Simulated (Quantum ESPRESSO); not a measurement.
# CdSe (P1) in Quantum ESPRESSO: reference runs

Reference runs on CdSe: the cell as given.

Program: Quantum ESPRESSO 7.5. These are calculated values, not measurements. Logs are shortened: lines on timing, memory, paths and dates and some standing lists are left out, and cuts for length are marked.

## Step 1: The crystal as given

The typed cell holds 4 atoms: a = 3.913 Å, b = 4.168 Å, c = 7.558 Å, α = 69.98°, β = 68.07°, γ = 56.92°.

The cell comes from a database or a generator and needn't be the stable form of this composition.

## Step 2: Single point, PBE

The input, pw.in:

```
&CONTROL
  calculation = 'scf'
  prefix = 'pwscf'
  outdir = './tmp'
  pseudo_dir = './pseudo'
  tprnfor = .true.
  tstress = .true.
  disk_io = 'nowf'
/
&SYSTEM
  ibrav = 0
  nat = 4
  ntyp = 2
  ecutwfc = 60
  ecutrho = 480
  nbnd = 26
  occupations = 'smearing'
  smearing = 'fd'
  degauss = 0.00367493
/
&ELECTRONS
  conv_thr = 8d-10
  electron_maxstep = 120
  mixing_beta = 0.5
/
ATOMIC_SPECIES
Cd   112.4140 Cd.pbe-dn-rrkjus_psl.0.3.1.UPF
Se    78.9710 Se_pbe_v1.uspp.F.UPF
CELL_PARAMETERS angstrom
  -0.0181338800   -2.5578765700   -2.9617712800
  -2.8492158900    0.0620296300   -3.0419347900
   2.9909274400    2.9400786400   -6.2876107500
ATOMIC_POSITIONS crystal
Cd     0.5032661500    0.4964125600    0.5001460600
Cd     0.0002483800    0.9977688700    0.0000315300
Se     0.7496790400    0.7551531000    0.7504991400
Se     0.2468064300    0.2506654700    0.2493232700
K_POINTS automatic
8 8 4 0 0 0
```

Potentials or basis: SSSP 1.3 efficiency PBE.

Started as:

```console
$ OMP_NUM_THREADS=1 pw.x -in pw.in > pw.out
```

pw.out:

```text
This program is part of the open-source Quantum ESPRESSO suite
     for quantum simulation of materials; please cite
         "P. Giannozzi et al., J. Phys.:Condens. Matter 21 395502 (2009);
         "P. Giannozzi et al., J. Phys.:Condens. Matter 29 465901 (2017);
         "P. Giannozzi et al., J. Chem. Phys. 152 154105 (2020);
     in publications or presentations arising from this work. More details at

     file Cd.pbe-dn-rrkjus_psl.0.3.1.UPF: wavefunction(s)  4D renormalized

     G-vector sticks info
     --------------------
     sticks:   dense  smooth     PW     G-vecs:    dense   smooth      PW
     Sum        1873     933    279               113009    39931    6689

     Using Slab Decomposition

     bravais-lattice index     =            0
     lattice parameter (alat)  =       7.3954  a.u.
     unit-cell volume          =     636.3729 (a.u.)^3
     number of atoms/cell      =            4
     number of atomic types    =            2
     number of electrons       =        36.00
     number of Kohn-Sham states=           26
     kinetic-energy cutoff     =      60.0000  Ry
     charge density cutoff     =     480.0000  Ry
     scf convergence threshold =      8.0E-10
     mixing beta               =       0.5000
     number of iterations used =            8  plain     mixing
     Exchange-correlation= SLA  PW   PBE  PBE
                           (   1   4   3   4   0   0   0)

     celldm(1)=   7.395363  celldm(2)=   0.000000  celldm(3)=   0.000000
     celldm(4)=   0.000000  celldm(5)=   0.000000  celldm(6)=   0.000000

     crystal axes: (cart. coord. in units of alat)
               a(1) = (  -0.004634  -0.653610  -0.756817 )
               a(2) = (  -0.728056   0.015850  -0.777301 )
               a(3) = (   0.764267   0.751274  -1.606664 )

     reciprocal axes: (cart. coord. in units 2 pi/alat)
               b(1) = (  0.354969 -1.121032 -0.355339 )
               b(2) = ( -1.028811  0.372355 -0.315278 )
               b(3) = (  0.330529  0.347916 -0.302495 )

     PseudoPot. # 1 for Cd read from file:
     Cd.pbe-dn-rrkjus_psl.0.3.1.UPF
     Pseudo is Ultrasoft + core correction, Zval = 12.0
     Generated using "atomic" code by A. Dal Corso  v.5.0.99 svn rev. 10869
     Using radial grid of 1239 points,  6 beta functions with:
                l(1) =   0
                l(2) =   0
                l(3) =   1
                l(4) =   1
                l(5) =   2
                l(6) =   2
     Q(r) pseudized with 0 coefficients

     PseudoPot. # 2 for Se read from file:
     Se_pbe_v1.uspp.F.UPF
     Pseudo is Ultrasoft + core correction, Zval =  6.0
     Generated by new atomic code, or converted to UPF format
     Using radial grid of  877 points,  6 beta functions with:
                l(1) =   0
                l(2) =   0
                l(3) =   1
                l(4) =   1
                l(5) =   2
                l(6) =   2
     Q(r) pseudized with  8 coefficients,  rinner =    1.300   1.300   1.300
                                                       1.300   1.300

     atomic species   valence    mass     pseudopotential
     Cd               12.00   112.41400     Cd( 1.00)
     Se                6.00    78.97100     Se( 1.00)

     No symmetry found

   Cartesian axes

     site n.     atom                  positions (alat units)
         1        Cd     tau(   1) = (   0.0184972   0.0546750  -1.5703090  )
         2        Cd     tau(   2) = (  -0.7264086   0.0156763  -0.7758054  )
         3        Se     tau(   3) = (   0.0203144   0.0858019  -2.3601510  )
         4        Se     tau(   4) = (   0.0069075   0.0299680  -0.7822085  )

     number of k points=   132  Fermi-Dirac smearing, width (Ry)=  0.0037

     Number of k-points >= 100: set verbosity='high' to print them.

     Dense  grid:   113009 G-vectors     FFT dimensions: (  54,  60, 100)

     Smooth grid:    39931 G-vectors     FFT dimensions: (  40,  40,  72)

     Initial potential from superposition of free atoms

     starting charge      35.9901, renormalised to      36.0000
     Starting wfcs are   26 randomized atomic wfcs

     Self-consistent Calculation

     iteration #  1     ecut=    60.00 Ry     beta= 0.50
     Davidson diagonalization with overlap
     ethr =  1.00E-02,  avg # of iterations =  5.6

     Threshold (ethr) on eigenvalues was too large:
     Diagonalizing with lowered threshold

     Davidson diagonalization with overlap
     ethr =  2.67E-04,  avg # of iterations =  3.0

     total energy              =    -331.80051107 Ry
     estimated scf accuracy    <       0.09348412 Ry

     iteration #  2     ecut=    60.00 Ry     beta= 0.50
     Davidson diagonalization with overlap
     ethr =  2.60E-04,  avg # of iterations =  2.0

     total energy              =    -331.81933172 Ry
     estimated scf accuracy    <       0.00359436 Ry

     iteration #  3     ecut=    60.00 Ry     beta= 0.50
     Davidson diagonalization with overlap
     c_bands:  1 eigenvalues not converged
     ethr =  9.98E-06,  avg # of iterations =  6.4

     total energy              =    -331.82017437 Ry
     estimated scf accuracy    <       0.00075397 Ry

     iteration #  4     ecut=    60.00 Ry     beta= 0.50
     Davidson diagonalization with overlap
     ethr =  2.09E-06,  avg # of iterations =  4.8

     total energy              =    -331.82033439 Ry
     estimated scf accuracy    <       0.00015401 Ry

     iteration #  5     ecut=    60.00 Ry     beta= 0.50
     Davidson diagonalization with overlap
     ethr =  4.28E-07,  avg # of iterations =  4.5

     total energy              =    -331.82036629 Ry
     estimated scf accuracy    <       0.00002326 Ry

     iteration #  6     ecut=    60.00 Ry     beta= 0.50
     Davidson diagonalization with overlap
     ethr =  6.46E-08,  avg # of iterations =  4.8

     total energy              =    -331.82037760 Ry
     estimated scf accuracy    <       0.00000148 Ry

     iteration #  7     ecut=    60.00 Ry     beta= 0.50
     Davidson diagonalization with overlap
     ethr =  4.12E-09,  avg # of iterations =  6.9

     total energy              =    -331.82037940 Ry
     estimated scf accuracy    <       0.00000075 Ry

     iteration #  8     ecut=    60.00 Ry     beta= 0.50
     Davidson diagonalization with overlap
     ethr =  2.08E-09,  avg # of iterations =  2.2

     total energy              =    -331.82037959 Ry
     estimated scf accuracy    <       0.00000002 Ry

     iteration #  9     ecut=    60.00 Ry     beta= 0.50
     Davidson diagonalization with overlap
     ethr =  4.72E-11,  avg # of iterations =  9.7

     total energy              =    -331.82037964 Ry
     estimated scf accuracy    <       0.00000003 Ry

     iteration # 10     ecut=    60.00 Ry     beta= 0.50
     Davidson diagonalization with overlap
     ethr =  4.72E-11,  avg # of iterations =  2.0

     End of self-consistent calculation

     Number of k-points >= 100: set verbosity='high' to print the bands.

     the Fermi energy is     7.5727 ev

!    total energy              =    -331.82037965 Ry
     estimated scf accuracy    <          4.2E-10 Ry
     smearing contrib. (-TS)   =      -0.00053308 Ry
     internal energy E=F+TS    =    -331.81984657 Ry

     The total energy is F=E-TS. E is the sum of the following terms:
     one-electron contribution =     -73.48065102 Ry
     hartree contribution      =      67.46733714 Ry
     xc contribution           =    -145.26714986 Ry
     ewald contribution        =    -180.53938283 Ry

     convergence has been achieved in  10 iterations

     Forces acting on atoms (cartesian axes, Ry/au):

     atom    1 type  1   force =    -0.00066322    0.00302123    0.00020461
     atom    2 type  1   force =    -0.00020234    0.00106838    0.00014987
     atom    3 type  2   force =     0.00023056   -0.00217279   -0.00042800
     atom    4 type  2   force =     0.00063499   -0.00191681    0.00007353

     Total force =     0.004456     Total SCF correction =     0.000007

     Computing stress (Cartesian axis) and pressure

          total   stress  (Ry/bohr**3)                   (kbar)     P=       19.59
   0.00003277  -0.00006224   0.00003426            4.82       -9.16        5.04
  -0.00006224   0.00052346   0.00012253           -9.16       77.00       18.03
   0.00003426   0.00012253  -0.00015681            5.04       18.03      -23.07

=------------------------------------------------------------------------------=
   JOB DONE.
=------------------------------------------------------------------------------=
```

Run time: 3.7 min. Hardware: 1 thread of AMD EPYC 9R14 (Zen 4), shared host; peak memory 0.69 GiB.

What came out:

```yaml
Free_energy: -4514.6463 eV
Pressure: 2.0 GPa
Largest_force: 0.080 eV/Å
Band_gap_on_the_k_mesh: none (metal or under the smearing width)
```

Forces in eV/Å, atoms in the order of the input:
```
Cd  -0.017  0.078  0.005
Cd  -0.005  0.027  0.004
Se   0.006 -0.056 -0.011
Se   0.016 -0.049  0.002
```

Stress tensor (GPa, compression positive):
```
 0.48 -0.92  0.50
-0.92  7.70  1.80
 0.50  1.80 -2.31
```

Levels at points of the mesh, in eV from the Fermi level:
| k point | band 16 | band 17 | band 18 | band 19 | band 20 | band 21 |
| --- | --- | --- | --- | --- | --- | --- |
| (0.00, 0.00, 0.00) | -0.45 | -0.36 | -0.10 | 0.13 | 3.02 | 4.93 |
| (0.00, 0.00, -0.50) | -0.49 | -0.34 | -0.34 | 2.67 | 2.68 | 5.40 |
| (0.00, -0.50, 0.00) | -2.45 | -1.05 | -1.01 | 1.86 | 1.87 | 5.08 |
| (0.00, -0.50, -0.50) | -1.51 | -0.68 | -0.47 | -0.02 | 2.70 | 4.58 |
| (-0.50, 0.00, 0.00) | -2.14 | -1.67 | -1.63 | 1.43 | 1.44 | 4.87 |
| (-0.50, 0.00, -0.50) | -2.25 | -0.84 | -0.66 | -0.10 | 2.45 | 4.43 |
| (-0.50, -0.50, 0.00) | -1.70 | -0.77 | -0.30 | 0.01 | 2.33 | 4.54 |
| (-0.50, -0.50, -0.50) | -2.63 | -1.06 | -1.06 | 2.14 | 2.14 | 5.09 |
